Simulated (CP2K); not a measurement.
MoSe2:

```xyz
6
Lattice="3.2880 0.0000 0.0000 -1.6440 2.8475 0.0000 0.0000 0.0000 12.9000" Properties=species:S:1:pos:R:3 pbc="T T T"
Mo    1.6440    0.9492    9.6750
Mo    0.0000    1.8983    3.2250
Se    1.6440    0.9492    4.8375
Se    0.0000    1.8983   11.2875
Se    1.6440    0.9492    1.6125
Se    0.0000    1.8983    8.0625
```

Program: CP2K 2026.2. Alike in all runs: task band structure; no spin polarisation; cell as given; k mesh 9 × 9 × 2. Hardware: 4 MPI ranks on AMD EPYC 7R43 64-Core Processor (Zen 3) (shared host).

Order these runs on this cell by their wall time, lowest first.
A. level TB-mBJ; potentials or basis POTENTIAL_UZH Mo GTH-PBE-q14, Se GTH-PBE-q6; TZVP-MOLOPT-PBE-GTH basis; smearing fermi-dirac 0.1 eV; EPS_DEFAULT 1.0E-10; NGRIDS 5; points a segment of the path (NPOINTS) 10; bands added on the path 4; CUTOFF of the grids 675 Ry
B. level r2SCAN; potentials or basis POTENTIAL_UZH Mo GTH-SCAN-q14, Se GTH-SCAN-q6; TZVP-MOLOPT-SCAN-GTH basis; smearing fermi-dirac 0.05 eV; EPS_DEFAULT 1.0E-9; NGRIDS 4; points a segment of the path (NPOINTS) 8; bands added on the path 2; CUTOFF of the grids 675 Ry
C. level LDA; potentials or basis GTH_POTENTIALS Mo GTH-PADE-q14, Se GTH-PADE-q6; TZVP-MOLOPT-PBE-GTH basis; smearing fermi-dirac 0.0259 eV; EPS_DEFAULT 1.0E-9; NGRIDS 5; points a segment of the path (NPOINTS) 8; bands added on the path 6; CUTOFF of the grids 450 Ry

C (25 s), B (59 s), A (180 s).

Caveats: this is a model potential without an energy functional, so only levels have meaning (some runs).
